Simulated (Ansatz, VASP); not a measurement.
## Ti in VASP and in Ansatz

The input INCAR:

```
ALGO = Fast ; EDIFF = 1E-6
ENCUT = 520 ; GGA = PS
ISIF = 2 ; ISMEAR = 0
LASPH = True ; LCHARG = True
LELF = True ; LREAL = False
LVHAR = True ; LWAVE = False
NBANDS = 12 ; NELM = 100
PREC = Accurate ; SIGMA = 0.15
```

The input KPOINTS:

```
k-points
0
Gamma
  20 20 20
```

Contents of POSCAR:

```
Ti
1.0
    0.0000000000      1.9691000000      2.0604500000
    1.9691000000      0.0000000000      2.0604500000
    1.9691000000      1.9691000000      0.0000000000
Ti
1
Direct
    0.0000000000      0.0000000000      0.0000000000
```

Input for Ansatz:

```yaml
crystal:
  lattice:
    - [0.0, 1.9691, 2.06045]
    - [1.9691, 0.0, 2.06045]
    - [1.9691, 1.9691, 0.0]
  atoms:
    - { symbol: Ti, position: [0.0, 0.0, 0.0] }
basis:
  ecutwfc: 420
kpoints:
  mp_grid: { grid: [20, 20, 20] }
hamiltonian:
  xc: pbesol
scf:
  occupations: { method: gaussian, width: 0.15 }
output:
  forces: true
  stress: true
  eigenvalues: true
```

Change from the starting cell: strain -0.030 along x and y, +0.015 along z, atoms carried along.

Alike in both runs: task single point; functional PBEsol; k mesh 20 × 20 × 20; occupations gaussian, width 0.15 eV; no spin polarisation.

|  | VASP | Ansatz |
| --- | --- | --- |
| version | VASP 6.6.1 | Ansatz 0.2.0 |
| potentials or method | VASP PAW PBE potentials, release 64 (Ti_sv) | scalar-relativistic, plane waves, PAW |
| plane-wave cutoff (eV) | 520 | 420 |
| valence electrons in the cell | 12 | 12 |

Ansatz gave:

| Property | Result |
| --- | --- |
| gap on the k mesh at the Fermi level (eV) | none |
| pressure (GPa) | 5.3 |
| largest component of the traceless stress (GPa) | 1.01 |

Problem. What did VASP give for the same quantities?

Solution. gap on the k mesh at the Fermi level (eV): none; pressure (GPa): 4.8; largest component of the traceless stress (GPa): 1.02.

A gap of «none» marks a metal or a gap that the smearing closes.

Caveats: the PAW data sets were made with another functional, which shifts forces and pressure a little (VASP).
